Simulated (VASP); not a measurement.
# Fe (Im-3m) in VASP: notebook

Runs on Fe. Level: PBE. Tasks: single point.

Everything below comes from runs of VASP 6.6.1. Logs are shortened: lines on timing, memory, paths and dates and some standing lists are left out, and cuts for length are marked.

## 1. Starting point

It takes space group Im-3m (No. 229, cubic). Conventional cell: a = 2.886 Å, b = 2.886 Å, c = 2.886 Å, α = 90.00°, β = 90.00°, γ = 90.00°. Fe (site symmetry m-3m) is surrounded by 8 Fe at 2.50 Å.

## 2. Single point, PBE, collinear spin, ferromagnetic start

Input file run.py:

```python
from ase.calculators.vasp import Vasp
from ase.dft.bandgap import bandgap
from ase.io import read

atoms = read('Fe.cif')
atoms.set_initial_magnetic_moments([3.0])
calc = Vasp(
    directory='calc',
    xc='pbe',
    pp='PBE',
    setups={'base': 'minimal', 'Fe': '_GW'},
    prec='Accurate',
    encut=550,
    ediff=1e-07,
    ismear=0,
    sigma=0.05,
    lreal=False,
    lasph=True,
    nelm=150,
    algo='Fast',
    isif=2,
    lwave=False,
    lcharg=False,
    ispin=2,
    lorbit=11,
    lmaxmix=4,
    kpts=[13, 13, 13],
    gamma=True,
    nbands=14,
)
atoms.calc = calc

print('energy (eV):', atoms.get_potential_energy())
print('free energy (eV):', atoms.get_potential_energy(force_consistent=True))
print('forces (eV/A):')
print(atoms.get_forces())
print('stress (eV/A^3, Voigt):', atoms.get_stress())
print('Fermi level (eV):', calc.get_fermi_level())
print('moment (muB):', atoms.get_magnetic_moment())
print('site moments (muB):', atoms.get_magnetic_moments())
gap, top, bottom = bandgap(calc)
print('band gap (eV):', gap, 'from (spin, k, band)', top, 'to', bottom)
```

Input file Fe.cif:

```cif
data_Fe
_cell_length_a 2.49934932
_cell_length_b 2.49934932
_cell_length_c 2.49934932
_cell_angle_alpha 109.47122063
_cell_angle_beta 109.47122063
_cell_angle_gamma 109.47122063
_space_group_name_H-M_alt 'P1'
_space_group_name_Hall 'P 1'
_space_group_IT_number 1
loop_
_space_group_symop_operation_xyz
'x,y,z'
loop_
_atom_site_label
_atom_site_type_symbol
_atom_site_symmetry_multiplicity
_atom_site_Wyckoff_symbol
_atom_site_fract_x
_atom_site_fract_y
_atom_site_fract_z
_atom_site_occupancy
Fe1 Fe 1 a 0.0000000000 0.0000000000 0.0000000000 1
```

Potentials or basis: VASP PAW PBE potentials, release 64 (Fe_GW).

Launch:

```sh
$ python run.py
```

Log:

```text
energy (eV): -8.23844251
free energy (eV): -8.23923002
forces (eV/A):
[[0. 0. 0.]]
stress (eV/A^3, Voigt): [6.25538618e-02 6.25538618e-02 6.25538618e-02 1.24830183e-11
 6.24150913e-12 6.24150913e-12]
Fermi level (eV): 5.00862195
moment (muB): 2.2770861
site moments (muB): [2.266]
band gap (eV): 0.0 from (spin, k, band) (None, None, None) to (None, None, None)
```

OUTCAR:

```text
ENCUT = 550.000000
   EDIFF = 1.00e-07
   GGA = PE
   PREC = Accurate
   ISIF = 2
   ISMEAR = 0
   ISPIN = 2
   LORBIT = 11
   NELM = 150
   LASPH = .TRUE.
   LREAL = .FALSE.

 ion  position               nearest neighbor table
   1  0.000  0.000  0.000-

  LATTYP: Found a body centered cubic cell.
 ALAT       =     2.8860000054

  Lattice vectors:

 A1 = (   2.4993493200,   0.0000000000,   0.0000000000)
 A2 = (  -0.8331164398,   2.3564091370,   0.0000000000)
 A3 = (  -0.8331164398,  -1.1782045681,   2.0407101746)

Analysis of symmetry for initial positions (statically):
=====================================================================
 Subroutine PRICEL returns:
 Original cell was already a primitive cell.

 Routine SETGRP: Setting up the symmetry group for a
 body centered cubic supercell.

 Subroutine GETGRP returns: Found 48 space group operations
 (whereof 48 operations were pure point group operations)
 out of a pool of 48 trial point group operations.

The static configuration has the point symmetry O_h .

Analysis of symmetry for dynamics (positions and initial velocities):
=====================================================================
 Subroutine PRICEL returns:
 Original cell was already a primitive cell.

 Routine SETGRP: Setting up the symmetry group for a
 body centered cubic supercell.

 Subroutine GETGRP returns: Found 48 space group operations
 (whereof 48 operations were pure point group operations)
 out of a pool of 48 trial point group operations.

The dynamic configuration has the point symmetry O_h .

Analysis of structural, dynamic, and magnetic symmetry:
=====================================================================
 Subroutine PRICEL returns:
 Original cell was already a primitive cell.

 Routine SETGRP: Setting up the symmetry group for a
 body centered cubic supercell.

 Subroutine GETGRP returns: Found 48 space group operations
 (whereof 48 operations were pure point group operations)
 out of a pool of 48 trial point group operations.

The overall configuration has the point symmetry O_h .

 Subroutine INISYM returns: Found 48 space group operations
 (whereof 48 operations are pure point group operations),
 and found     1 'primitive' translations

----------------------------------------------------------------------------------------

                                     Primitive cell

  volume of cell :      12.0187

  direct lattice vectors                    reciprocal lattice vectors
     2.499349320  0.000000000  0.000000000     0.400104136  0.141458174  0.245012744
    -0.833116440  2.356409137  0.000000000     0.000000000  0.424374522  0.245012744
    -0.833116440 -1.178204568  2.040710175     0.000000000  0.000000000  0.490025488

  length of vectors
     2.499349320  2.499349320  2.499349320     0.490025488  0.490025488  0.490025488

  position of ions in fractional coordinates (direct lattice)
     0.000000000  0.000000000  0.000000000

  ion indices of the primitive-cell ions
   primitive index   ion index
                 1           1

----------------------------------------------------------------------------------------

 KPOINTS: KPOINTS created by Atomic Simulation Env

Automatic generation of k-mesh.
 Grid dimensions read from file:
 generate k-points for:   13   13   13

 Generating k-lattice:

[... 108 lines left out ...]
  volume/ion in A,a.u.               =      12.02        81.11
  Fermi-wavevector in a.u.,A,eV,Ry     =   1.429394  2.701162 27.798962  2.043166
  Thomas-Fermi vector in A             =   2.549352
   LORBIT       =     11    0 simple, 1 ext, 2 COOP (PROOUT), +10 PAW based schemes
   GGA     = PE    functional components
   LHFCALC =     F    Hartree Fock is set to
   AEXX    =    0.0000 exact exchange contribution
   IVDW    =     0    specifies the selected vdW correction
   LEPSILON=     F    determine dielectric tensor
   LRPA    =     F    only Hartree local field effects (RPA)
 spin polarized calculation
 RMM-DIIS sequential band-by-band and
 Gauss-broadening in eV      SIGMA  =   0.05
  energy-cutoff  :      550.00
  volume of cell :       12.02
 maximum number of plane-waves:       370
   NGX =  9   NGY =  9   NGZ =  9

 number of electron       7.9999995 magnetization       2.2770861

 Free energy of the ion-electron system (eV)
  ---------------------------------------------------
  ext. energy  EPLUGINS =         0.00000000
  ---------------------------------------------------
  free energy    TOTEN  =        -8.23923002 eV

  energy without entropy =       -8.23765501  energy(sigma->0) =       -8.23844251

 E-fermi :   5.0086     XC(G=0): -13.0180

 val. band max:        4.9972502968   @ k =  -0.3846   0.3846   0.0769
 cond. band min:       5.0093404395   @ k =  -0.3846   0.3846   0.2308
 fundamental gap:      0.0120901427
 Fermi energy:         5.0086219484

 spin component 1

 k-point     1 :       0.0000    0.0000    0.0000
  band No.  band energies     occupation
      1      -3.0549      1.00000
      2       2.8301      1.00000
      3       2.8301      1.00000
      4       2.8301      1.00000
      5       3.9420      1.00000
      6       3.9420      1.00000
      7      29.0184      0.00000
      8      29.0184      0.00000
      9      29.0184      0.00000
     10      34.1531      0.00000
     11      34.1531      0.00000
     12      35.9631      0.00000
     13      35.9631      0.00000
     14      35.9631      0.00000
[... 651 lines left out ...]
      3       3.0963      1.00000
      4       3.9078      1.00000
      5       4.9135      0.99642
      6       4.9973      0.62614
      7      14.5947      0.00000
      8      23.0347      0.00000
      9      23.5066      0.00000
     10      29.3964      0.00000
     11      31.4331      0.00000
     12      34.4352      0.00000
     13      41.4151      0.00000
     14      45.8258      0.00000

 [... further k-points ...]

 spin component 2

 k-point     1 :       0.0000    0.0000    0.0000
  band No.  band energies     occupation
      1      -2.9236      1.00000
      2       4.8444      1.00000
      3       4.8444      1.00000
      4       4.8444      1.00000
      5       6.7684      0.00000
      6       6.7684      0.00000
      7      28.7559      0.00000
      8      28.7559      0.00000
      9      28.7559      0.00000
     10      34.3188      0.00000
     11      34.3188      0.00000
     12      37.0763      0.00000
     13      37.0763      0.00000
     14      37.0763      0.00000
[... 651 lines left out ...]
      3       4.5659      1.00000
      4       6.3879      0.00000
      5       7.1840      0.00000
      6       7.2822      0.00000
      7      15.6150      0.00000
      8      23.1815      0.00000
      9      24.1409      0.00000
     10      29.8724      0.00000
     11      31.9876      0.00000
     12      34.7010      0.00000
     13      41.8102      0.00000
     14      46.3223      0.00000

 [... further k-points ...]

------------------------ aborting loop because EDIFF is reached ----------------------------------------

 total charge

# of ion       s       p       d       f       tot
--------------------------------------------------
    1        0.455   0.484   6.135   0.012   7.086

 magnetization (x)

# of ion       s       p       d       f       tot
--------------------------------------------------
    1       -0.011  -0.058   2.333   0.002   2.266

  FORCE on cell =-STRESS in cart. coord.  units (eV):
  Direction    XX          YY          ZZ          XY          YZ          ZX
  --------------------------------------------------------------------------------------
  -------------------------------------------------------------------------------------
  Total       -0.7518183     -0.7518183     -0.7518183     -0.0000000     -0.0000000     -0.0000000
  in kB     -100.2223349   -100.2223349   -100.2223350     -0.0000000     -0.0000000     -0.0000000
  external PRESSURE =    -100.2223349 kB  Pullay stress =       0.0000000 kB

 VOLUME and BASIS-vectors are now :
 -----------------------------------------------------------------------------
  energy-cutoff  :      550.00
  volume of cell :       12.02
      direct lattice vectors                 reciprocal lattice vectors
     2.499349320  0.000000000  0.000000000     0.400104136  0.141458174  0.245012744
    -0.833116440  2.356409137  0.000000000     0.000000000  0.424374522  0.245012744
    -0.833116440 -1.178204568  2.040710175     0.000000000  0.000000000  0.490025488

 POSITION                                       TOTAL-FORCE (eV/Angst)
 -----------------------------------------------------------------------------------
      0.00000      0.00000      0.00000         0.000000      0.000000      0.000000
 -----------------------------------------------------------------------------------
    total drift:                               -0.000000      0.000000     -0.000000

  FREE ENERGIE OF THE ION-ELECTRON SYSTEM (eV)
  ---------------------------------------------------
  free  energy   TOTEN  =        -8.2392300194 eV

  energy  without entropy=       -8.2376550085  energy(sigma->0) =       -8.23844251

 total charge

# of ion       s       p       d       f       tot
--------------------------------------------------
    1        0.455   0.484   6.135   0.012   7.086

 magnetization (x)

# of ion       s       p       d       f       tot
--------------------------------------------------
    1       -0.011  -0.058   2.333   0.002   2.266
```

INCAR:

```text
ENCUT = 550.000000
SIGMA = 0.050000
EDIFF = 1.00e-07
ALGO = Fast
GGA = PE
PREC = Accurate
ISIF = 2
ISMEAR = 0
ISPIN = 2
LMAXMIX = 4
LORBIT = 11
NBANDS = 14
NELM = 150
LASPH = .TRUE.
LCHARG = .FALSE.
LWAVE = .FALSE.
LREAL = .FALSE.
MAGMOM = 1*3.0000
```

Run time: 37 s. Hardware: 1 thread of Intel Xeon Platinum 8488C (Sapphire Rapids), shared host; peak memory 0.15 GiB.

What came out:

| Quantity | Value |
| --- | --- |
| Free energy | -8.2392 eV |
| Pressure | -10.0 GPa |
| Band gap on the k mesh | none (metal or under the smearing width) |
| Net moment | 2.28 μB per cell |
| Site moments | Fe +2.27 μB |
| Valence electrons inside the program's atomic spheres | Fe 7.09 |

Levels at points of the mesh, in eV from the Fermi level:
Spin up:
| k point | band 2 | band 3 | band 4 | band 5 | band 6 | band 7 | band 8 | band 9 |
| --- | --- | --- | --- | --- | --- | --- | --- | --- |
| (0.00, 0.00, 0.00) | -2.18 | -2.18 | -2.18 | -1.07 | -1.07 | 24.01 | 24.01 | 24.01 |
Spin down:
```
           k point  band 1  band 2  band 3  band 4  band 5  band 6  band 7
(0.00, 0.00, 0.00)   -7.93   -0.16   -0.16   -0.16    1.76    1.76   23.75
```

## 3. Single point, PBE, collinear spin, ferromagnetic start

Input file INCAR:

```
SYSTEM = Fe
ALGO = Normal
EDIFF = 1E-7
ENCUT = 520
GGA = PE
ISIF = 2
ISMEAR = 0
ISPIN = 2
LASPH = .True.
LCHARG = .False.
LMAXMIX = 4
LORBIT = 11
LREAL = .False.
LWAVE = .False.
MAGMOM = 3
NBANDS = 14
NELM = 120
PREC = Accurate
SIGMA = 0.1
```

Input file KPOINTS:

```
k-points
0
Gamma
  13 13 13
  0 0 0
```

Input file POSCAR:

```
Fe
1.0
   -1.4430000000      1.4430000000      1.4430000000
    1.4430000000     -1.4430000000      1.4430000000
    1.4430000000      1.4430000000     -1.4430000000
Fe
1
Cartesian
    0.0000000000      0.0000000000      0.0000000000
```

Potentials or basis: VASP PAW PBE potentials, release 64 (Fe).

Launch:

```sh
$ cat potpaw_PBE.64/Fe/POTCAR > POTCAR
$ mpirun -np 1 vasp_std > vasp.out
```

OUTCAR:

```text
SYSTEM = Fe
   EDIFF = 1E-7
   ENCUT = 520
   GGA = PE
   ISIF = 2
   ISMEAR = 0
   ISPIN = 2
   LASPH = .True.
   LORBIT = 11
   LREAL = .False.
   NELM = 120
   PREC = Accurate

 ion  position               nearest neighbor table
   1  0.000  0.000  0.000-

  LATTYP: Found a body centered cubic cell.
 ALAT       =     2.8860000000

  Lattice vectors:

 A1 = (  -1.4430000000,   1.4430000000,   1.4430000000)
 A2 = (   1.4430000000,  -1.4430000000,   1.4430000000)
 A3 = (   1.4430000000,   1.4430000000,  -1.4430000000)

Analysis of symmetry for initial positions (statically):
=====================================================================
 Subroutine PRICEL returns:
 Original cell was already a primitive cell.

 Routine SETGRP: Setting up the symmetry group for a
 body centered cubic supercell.
[... 914 lines left out ...]
     14      37.1204      0.00000
[... 651 lines left out ...]
      3       4.7916      1.00000
      4       6.6023      0.00000
      5       7.3987      0.00000
      6       7.4940      0.00000
      7      15.8610      0.00000
      8      23.6444      0.00000
      9      24.5356      0.00000
     10      30.3010      0.00000
     11      32.3973      0.00000
     12      35.2651      0.00000
     13      42.6080      0.00000
     14      46.8217      0.00000

 [... further k-points ...]

------------------------ aborting loop because EDIFF is reached ----------------------------------------

 total charge

# of ion       s       p       d       tot
------------------------------------------
    1        0.464   0.493   6.201   7.157

 magnetization (x)

# of ion       s       p       d       tot
------------------------------------------
    1       -0.014  -0.058   2.368   2.296

  FORCE on cell =-STRESS in cart. coord.  units (eV):
  Direction    XX          YY          ZZ          XY          YZ          ZX
  --------------------------------------------------------------------------------------
  -------------------------------------------------------------------------------------
  Total       -0.6813500     -0.6813500     -0.6813500     -0.0000000     -0.0000000     -0.0000000
  in kB      -90.8284451    -90.8284451    -90.8284451     -0.0000000     -0.0000000     -0.0000000
  external PRESSURE =     -90.8284451 kB  Pullay stress =       0.0000000 kB

 VOLUME and BASIS-vectors are now :
 -----------------------------------------------------------------------------
  energy-cutoff  :      520.00
  volume of cell :       12.02
      direct lattice vectors                 reciprocal lattice vectors
    -1.443000000  1.443000000  1.443000000     0.000000000  0.346500347  0.346500347
     1.443000000 -1.443000000  1.443000000     0.346500347  0.000000000  0.346500347
     1.443000000  1.443000000 -1.443000000     0.346500347  0.346500347  0.000000000

 POSITION                                       TOTAL-FORCE (eV/Angst)
 -----------------------------------------------------------------------------------
      0.00000      0.00000      0.00000        -0.000000      0.000000      0.000000
 -----------------------------------------------------------------------------------
    total drift:                                0.000000     -0.000000      0.000000

  FREE ENERGIE OF THE ION-ELECTRON SYSTEM (eV)
  ---------------------------------------------------
  free  energy   TOTEN  =        -8.2193837154 eV

  energy  without entropy=       -8.2129750424  energy(sigma->0) =       -8.21617938

 total charge

# of ion       s       p       d       tot
------------------------------------------
    1        0.464   0.493   6.201   7.157

 magnetization (x)

# of ion       s       p       d       tot
------------------------------------------
    1       -0.014  -0.058   2.368   2.296
```

Wall time 25 s (1 thread of Intel Xeon Platinum 8488C (Sapphire Rapids), shared host); peak memory 0.14 GiB.

Results:

```yaml
Free_energy: -8.2194 eV
Pressure: -9.1 GPa
Band_gap_on_the_k_mesh: none (metal or under the smearing width)
Net_moment: 2.29 μB per cell
Site_moments: Fe +2.30 μB
Valence_electrons_inside_the_program's_atomic_spheres: Fe 7.16
```

Levels at points of the mesh, in eV from the Fermi level:
Spin up:
| k point | band 1 | band 2 | band 3 | band 4 | band 5 | band 6 | band 7 | band 8 | band 9 | band 10 |
| --- | --- | --- | --- | --- | --- | --- | --- | --- | --- | --- |
| (0.00, 0.00, 0.00) | -8.06 | -2.18 | -2.18 | -2.18 | -1.07 | -1.07 | 24.52 | 24.52 | 24.52 | 29.25 |
Spin down:
| k point | band 1 | band 2 | band 3 | band 4 | band 5 | band 6 | band 7 |
| --- | --- | --- | --- | --- | --- | --- | --- |
| (0.00, 0.00, 0.00) | -7.92 | -0.16 | -0.16 | -0.16 | 1.75 | 1.75 | 24.22 |

## 4. For comparison

An earlier run on the cell as given: functional PBE; potentials or basis VASP PAW PBE potentials, release 64 (Fe); cutoff 520 eV; k mesh 13 × 13 × 13; occupations fermi-dirac, width 0.05 eV; collinear spin, ferromagnetic start; starting moments [3.0] μB.

- Pressure: -9.1 GPa
- Band gap on the k mesh: none (metal or under the smearing width)
- Net moment: 2.28 μB per cell
- Site moments: Fe +2.29 μB
- Valence electrons inside the program's atomic spheres: Fe 7.16

## 5. The runs side by side

| potentials or basis | cutoff (eV) | smearing | gap on the mesh (eV) | pressure (GPa) | moment (μB) |
| --- | --- | --- | --- | --- | --- |
| VASP PAW PBE potentials, release 64 (Fe_GW) | 550 | gaussian 0.05 eV | none | -10.0 | 2.28 |
| VASP PAW PBE potentials, release 64 (Fe) | 520 | gaussian 0.1 eV | none | -9.1 | 2.29 |
| VASP PAW PBE potentials, release 64 (Fe) | 520 | fermi-dirac 0.05 eV | none | -9.1 | 2.28 |

Alike in all rows: task single point; level PBE; spin collinear, ferromagnetic start; cell as given; k mesh 13 × 13 × 13.

Total energies depend on the potentials used, so only differences within one code and one set of settings carry meaning.
